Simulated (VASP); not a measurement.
# CdSe (F-43m) in VASP: further runs, part 2 of 2

VASP 6.6.1. The steps go on from the part before.

### 4 Single point, BLYP+D4

This run uses another cell than the first one, of 28.36 Å³/atom, 0.925 times its volume.

Input file INCAR:

```
PREC     = Accurate       # precision mode
ENCUT    = 520            # plane-wave cutoff, eV
EDIFF    = 1E-7           # SCF threshold, eV
ISMEAR   = -1             # smearing method
SIGMA    = 0.05           # smearing width, eV
LREAL    = F              # projectors in reciprocal space
LASPH    = T              # aspherical terms in the spheres
NELM     = 60             # most SCF steps
ALGO     = Normal         # electronic algorithm
ISIF     = 2              # what is computed and relaxed
LWAVE    = F              # write WAVECAR
LCHARG   = F              # write CHGCAR
GGA      = B5             # functional
ALDAX    = 1.0          
AGGAX    = 1.0          
AGGAC    = 1.0          
ALDAC    = 0.0          
IVDW     = 13             # dispersion correction
VDW_S6   = 1.0          
VDW_S8   = 2.34076671   
VDW_A1   = 0.44488865   
VDW_A2   = 4.0933009    
NBANDS   = 16             # bands
```

Input file KPOINTS:

```
Automatic mesh
0
Gamma
  8 8 8
```

Input file POSCAR:

```
CdSe
1.0
    0.0000000000      3.0496647307      3.0496647307
    3.0496647307      0.0000000000      3.0496647307
    3.0496647307      3.0496647307      0.0000000000
Cd Se
1 1
Direct
    0.0000000000      0.0000000000      0.0000000000
    0.2500000000      0.2500000000      0.2500000000
```

Potentials or basis: VASP PAW PBE potentials, release 64 (Cd, Se).

Run with:

```console
$ cat potpaw_PBE.64/Cd/POTCAR potpaw_PBE.64/Se/POTCAR > POTCAR
$ mpirun -np 1 vasp_std > vasp.out
```

OUTCAR:

```text
PREC = Accurate
   ENCUT = 520
   EDIFF = 1E-7
   ISMEAR = -1
   LREAL = F
   LASPH = T
   NELM = 60
   ISIF = 2
   GGA = B5
   IVDW = 13

 ion  position               nearest neighbor table
   1  0.000  0.000  0.000-   2 2.64   2 2.64   2 2.64   2 2.64
   2  0.250  0.250  0.250-   1 2.64   1 2.64   1 2.64   1 2.64

  LATTYP: Found a face centered cubic cell.
 ALAT       =     6.0993294614

  Lattice vectors:

 A1 = (   0.0000000000,   3.0496647307,   3.0496647307)
 A2 = (   3.0496647307,   0.0000000000,   3.0496647307)
 A3 = (   3.0496647307,   3.0496647307,   0.0000000000)

Analysis of symmetry for initial positions (statically):
=====================================================================
 Subroutine PRICEL returns:
 Original cell was already a primitive cell.

 Routine SETGRP: Setting up the symmetry group for a
 face centered cubic supercell.

 Subroutine GETGRP returns: Found 24 space group operations
 (whereof 24 operations were pure point group operations)
 out of a pool of 48 trial point group operations.

The static configuration has the point symmetry T_d .

Analysis of symmetry for dynamics (positions and initial velocities):
=====================================================================
 Subroutine PRICEL returns:
 Original cell was already a primitive cell.

 Routine SETGRP: Setting up the symmetry group for a
 face centered cubic supercell.

 Subroutine GETGRP returns: Found 24 space group operations
 (whereof 24 operations were pure point group operations)
 out of a pool of 48 trial point group operations.

The dynamic configuration has the point symmetry T_d .

 Subroutine INISYM returns: Found 24 space group operations
 (whereof 24 operations are pure point group operations),
 and found     1 'primitive' translations

----------------------------------------------------------------------------------------

                                     Primitive cell

  volume of cell :      56.7265

  direct lattice vectors                    reciprocal lattice vectors
     0.000000000  3.049664731  3.049664731    -0.163952449  0.163952449  0.163952449
     3.049664731  0.000000000  3.049664731     0.163952449 -0.163952449  0.163952449
     3.049664731  3.049664731  0.000000000     0.163952449  0.163952449 -0.163952449

  length of vectors
     4.312877223  4.312877223  4.312877223     0.283973971  0.283973971  0.283973971

  position of ions in fractional coordinates (direct lattice)
     0.000000000  0.000000000  0.000000000
     0.250000000  0.250000000  0.250000000

  ion indices of the primitive-cell ions
   primitive index   ion index
                 1           1
                 2           2

----------------------------------------------------------------------------------------

 KPOINTS: Automatic mesh

Automatic generation of k-mesh.
 Grid dimensions read from file:
 generate k-points for:    8    8    8

 Generating k-lattice:

  Cartesian coordinates                     Fractional coordinates (reciprocal lattice)
    -0.020494056  0.020494056  0.020494056     0.125000000  0.000000000  0.000000000
     0.020494056 -0.020494056  0.020494056     0.000000000  0.125000000  0.000000000
     0.020494056  0.020494056 -0.020494056     0.000000000  0.000000000  0.125000000

  Length of vectors
     0.035496746  0.035496746  0.035496746

  Shift w.r.t. Gamma in fractional coordinates (k-lattice)
     0.000000000  0.000000000  0.000000000

 Subroutine IBZKPT returns following result:
 ===========================================

 Found     29 irreducible k-points:

 Following reciprocal coordinates:
            Coordinates               Weight
  0.000000  0.000000  0.000000      1.000000
  0.125000  0.000000  0.000000      8.000000
  0.250000  0.000000  0.000000      8.000000
  0.375000  0.000000  0.000000      8.000000
  0.500000  0.000000  0.000000      4.000000
  0.125000  0.125000  0.000000      6.000000
[... 16 lines left out ...]
  0.500000  0.250000  0.125000     48.000000
 -0.375000  0.250000  0.125000     24.000000
 [... further k-points ...]
   k-points           NKPTS =     29   k-points in BZ     NKDIM =     29   number of bands    NBANDS=     16
   number of dos      NEDOS =    301   number of ions     NIONS =      2
   total plane-waves  NPLWV =  32768
   dimension x,y,z NGX =    32 NGY =   32 NGZ =   32
   dimension x,y,z NGXF=    64 NGYF=   64 NGZF=   64
   ions per type =               1   1
   NGX,Y,Z   is equivalent  to a cutoff of  12.33, 12.33, 12.33 a.u.
   NGXF,Y,Z  is equivalent  to a cutoff of  24.67, 24.67, 24.67 a.u.
 SYSTEM =  unknown system
   PREC   = accura    normal or accurate (medium, high low for compatibility)
   ISTART =      0    job   : 0-new  1-cont  2-samecut
   ICHARG =      2    charge: 1-file 2-atom 10-const
   ISPIN  =      1    spin polarized calculation?
   LNONCOLLINEAR =      F non collinear calculations
   LSORBIT =      F    spin-orbit coupling
   LASPH  =      T    aspherical Exc in radial PAW
   ENCUT  =  520.0 eV  38.22 Ry    6.18 a.u.   8.02  8.02  8.02*2*pi/ulx,y,z
   NELM   =     60;   NELMIN=  2; NELMDL= -5     # of ELM steps
   EDIFF  = 0.1E-06   stopping-criterion for ELM
   LREAL  =      F    real-space projection
   EDIFFG = 0.1E-05   stopping-criterion for IOM
   NSW    =      0    number of steps for IOM
   IBRION =     -1    ionic relax: 0-MD 1-quasi-New 2-CG
   NFREE  =      0    steps in history (QN), initial steepest desc. (CG)
   ISIF   =      2    stress and relaxation
   ISYM   =      2    0-nonsym 1-usesym 2-fastsym
   POTIM  = 0.5000    time-step for ionic-motion
   TEBEG  =    0.0;   TEEND  =   0.0 temperature during run
   PSTRESS=    0.0 pullay stress
   NELECT =      18.0000    total number of electrons
   NUPDOWN=      -1.0000    fix difference up-down
   EMIN   =  10.00;   EMAX   =-10.00  energy-range for DOS
   EFERMI =   0.00;   METHOD = LEGACY
   ISMEAR =    -1;   SIGMA  =   0.05  broadening in eV -4-tet -1-fermi 0-gaus
   EFERMI_NEDOS =   21; number of points for ismear=-14 and -15
   IALGO  =     38    algorithm
   IMIX   =      4    mixing-type and parameters
     AMIX     =   0.40;   BMIX     =  1.00
     AMIX_MAG =   1.60;   BMIX_MAG =  1.00
  volume/ion in A,a.u.               =      28.36       191.40
  Fermi-wavevector in a.u.,A,eV,Ry     =   1.116615  2.110097 16.964148  1.246830
  Thomas-Fermi vector in A             =   2.253231
   LORBIT       =      0    0 simple, 1 ext, 2 COOP (PROOUT), +10 PAW based schemes
   GGA     = B5    functional components
   LHFCALC =     F    Hartree Fock is set to
   AEXX    =    0.0000 exact exchange contribution
   IVDW    =    13    specifies the selected vdW correction
   LEPSILON=     F    determine dielectric tensor
   LRPA    =     F    only Hartree local field effects (RPA)
 non-spin polarized calculation
  energy-cutoff  :      520.00
  volume of cell :       56.73
 maximum number of plane-waves:      1542
   NGX = 17   NGY = 17   NGZ = 17

 number of electron      18.0000005 magnetization

 Free energy of the ion-electron system (eV)
  ---------------------------------------------------
  ext. energy  EPLUGINS =         0.00000000
  ---------------------------------------------------
  free energy    TOTEN  =        -4.45511144 eV

  energy without entropy =       -4.45508698  energy(sigma->0) =       -4.45509921

 E-fermi :   1.5831     XC(G=0):  -8.3620

 val. band max:        1.2692727340   @ k =   0.0000   0.0000   0.0000
 cond. band min:       1.8184802171   @ k =   0.0000   0.0000   0.0000
 fundamental gap:      0.5492074831
 Fermi energy:         1.5830853674

 k-point     1 :       0.0000    0.0000    0.0000
  band No.  band energies     occupation
      1     -11.2992      2.00000
      2      -6.6929      2.00000
      3      -6.6929      2.00000
      4      -6.6929      2.00000
      5      -6.3341      2.00000
      6      -6.3341      2.00000
[... 8 lines left out ...]
     15      12.4482      0.00000
     16      12.4482      0.00000
[... 419 lines left out ...]
 k-point    24 :      -0.3750    0.2500    0.1250
  band No.  band energies     occupation
      1     -10.8863      2.00000
      2      -6.5672      2.00000
      3      -6.5434      2.00000
      4      -6.3525      2.00000
      5      -6.3182      2.00000
      6      -5.9637      2.00000
[... 8 lines left out ...]
     15      13.0428      0.00000
     16      13.9782      0.00000

 [... further k-points ...]

------------------------ aborting loop because EDIFF is reached ----------------------------------------

  DFT-D4 for vdW energy calculation

  Edisp (eV):   -1.20078

  FORCE on cell =-STRESS in cart. coord.  units (eV):
  Direction    XX          YY          ZZ          XY          YZ          ZX
  --------------------------------------------------------------------------------------
  -------------------------------------------------------------------------------------
  Total       0.57353     0.57353     0.57353    -0.00000     0.00000     0.00000
  in kB      16.19857    16.19857    16.19857    -0.00000     0.00000     0.00000
  external pressure =       16.20 kB  Pullay stress =        0.00 kB

 VOLUME and BASIS-vectors are now :
 -----------------------------------------------------------------------------
  energy-cutoff  :      520.00
  volume of cell :       56.73
      direct lattice vectors                 reciprocal lattice vectors
     0.000000000  3.049664731  3.049664731    -0.163952449  0.163952449  0.163952449
     3.049664731  0.000000000  3.049664731     0.163952449 -0.163952449  0.163952449
     3.049664731  3.049664731  0.000000000     0.163952449  0.163952449 -0.163952449

 POSITION                                       TOTAL-FORCE (eV/Angst)
 -----------------------------------------------------------------------------------
      0.00000      0.00000      0.00000         0.000000      0.000000      0.000000
      1.52483      1.52483      1.52483        -0.000000     -0.000000     -0.000000
 -----------------------------------------------------------------------------------
    total drift:                                0.000001      0.000001      0.000001

  FREE ENERGIE OF THE ION-ELECTRON SYSTEM (eV)
  ---------------------------------------------------
  free  energy   TOTEN  =        -5.6558952332 eV

  energy  without entropy=       -5.6558707748  energy(sigma->0) =       -5.65588300
```

Run time: 23 s. Hardware: 1 thread of Intel Xeon Platinum 8488C (Sapphire Rapids), shared host; peak memory 0.18 GiB.

Results:

* Free energy: -5.6559 eV
* Pressure: 1.6 GPa
* Band gap on the k mesh: 0.55 eV, direct
* Dispersion energy per atom: -0.600 eV

Caveat: the PAW data sets were made with another functional, which shifts forces and pressure a little.

### 5 The runs side by side

```csv
level,cell,gap on the mesh (eV),pressure (GPa)
revPBE+D3(BJ),"F-43m, 30.68 Å³/atom",0.56,-3.3
RPBE,"F-43m, 28.94 Å³/atom",0.72,3.5
BLYP+D4,"F-43m, 28.36 Å³/atom",0.55,1.6
```

Alike in all rows: task single point; potentials or basis VASP PAW PBE potentials, release 64 (Cd, Se); no spin polarisation; k mesh 8 × 8 × 8; cutoff (eV) 520; smearing fermi-dirac 0.05 eV.

On the cell as given the gap runs from 0.55 eV (BLYP+D4) to 0.72 eV (RPBE). The pressure there spans -3.3 GPa (revPBE+D3(BJ)) to 3.5 GPa (RPBE); a positive pressure means that this level wants a larger cell, a negative one a smaller.

Caveats: the PAW data sets were made with another functional, which shifts forces and pressure a little.

Total energies depend on the potentials used, so only differences within one code and one set of settings carry meaning.
